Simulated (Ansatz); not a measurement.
# How far is PAW off for FeO?

```
Fe O
1.0
     0.00000    2.30113    2.30113
     2.30113    0.00000    2.30113
     2.30113    2.30113    0.00000
Fe O
1 1
Direct
  0.00000 0.00000 0.00000
  0.25000 0.25000 0.25000
```

Atom numbers follow the list: Fe1, O2.

The cell was built from the zincblende type and relaxed in the same program, and has space group F-43m; it needn't be a known or the stable phase.

Semilocal functionals without U often leave such compounds metallic or with too small a gap, and the real magnetic order may differ.

Other magnetic orders may lie lower; this is the state that the run reached.

Levels of theory: DFT, PBE, PAW with Ansatz's default frozen-core files, scalar-relativistic (Ansatz 0.2.0); DFT, PBE, all-electron LAPW, scalar-relativistic (Ansatz 0.2.0).

For PAW: a Γ-centred 13×13×13 k mesh, Fermi–Dirac smearing of 0.08 eV, cutoff 420 eV, spin-polarised from start moments Fe1 3 μB. LAPW targets a basis error of 0.5 meV/atom. The Ansatz runs share mesh, smearing and spin set-up. Plane-wave (PAW) pressures include the program's estimate of the Pulay term.

Stress and pressure are positive in compression.

Levels count from the Fermi level.

PAW results:

| quantity | PAW |
| --- | --- |
| pressure (GPa) | 0.01 |
| moment of the cell (μB) | 4.010 |
| highest filled spin-up level at L (eV) | -1.182 |
| lowest empty spin-up level at L (eV) | 4.611 |
| highest filled spin-up level at X (eV) | -2.330 |
| lowest empty spin-up level at X (eV) | 4.335 |
| highest filled spin-up level at U (eV) | -1.857 |
| lowest empty spin-up level at U (eV) | 5.553 |

What does all-electron LAPW give for the same quantities?


```json
{"quantity": "pressure (GPa)", "LAPW": "0.00"}
{"quantity": "moment of the cell (μB)", "LAPW": "4.010"}
{"quantity": "highest filled spin-up level at L (eV)", "LAPW": "-1.186"}
{"quantity": "lowest empty spin-up level at L (eV)", "LAPW": "4.612"}
{"quantity": "highest filled spin-up level at X (eV)", "LAPW": "-2.332"}
{"quantity": "lowest empty spin-up level at X (eV)", "LAPW": "4.330"}
{"quantity": "highest filled spin-up level at U (eV)", "LAPW": "-1.860"}
{"quantity": "lowest empty spin-up level at U (eV)", "LAPW": "5.548"}
```
